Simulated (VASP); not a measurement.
A run of VASP 6.6.1:

Contents of INCAR:

```
ALGO = Normal
EDIFF = 1E-6
ENCUT = 520
GGA = PS
ISIF = 2
ISMEAR = -1
LASPH = True
LCHARG = False
LREAL = False
LWAVE = False
NBANDS = 13
NELM = 100
PREC = Accurate
SIGMA = 0.1
```

KPOINTS

```
k-points
0
Gamma
  11 11 16
```

Contents of POSCAR:

```
Si
1.0
    4.4308098108      0.0000000000      0.0000000000
   -2.2154049054      3.8371938554      0.0000000000
    0.0000000000      0.0000000000      2.5462787532
Si
3
Direct
    1.0000000000      1.0000000000      0.0000000000
    0.3333333333      0.6666666667      0.5000000000
    0.6666666667      0.3333333333      0.5000000000
```

Potentials or basis: VASP PAW PBE potentials, release 64 (Si).

Command:

```sh
$ cat potpaw_PBE.64/Si/POTCAR > POTCAR
$ mpirun -np 1 vasp_std > vasp.out
```

Hardware: 1 thread of Intel(R) Xeon(R) Platinum 8488C (Sapphire Rapids) (shared host).

Estimate the wall time of this run.

Wall time 36 s on 1 thread of Intel(R) Xeon(R) Platinum 8488C (Sapphire Rapids) (shared host), peak memory 0.19 GiB. Counts: scf iterations 11, k points 144.
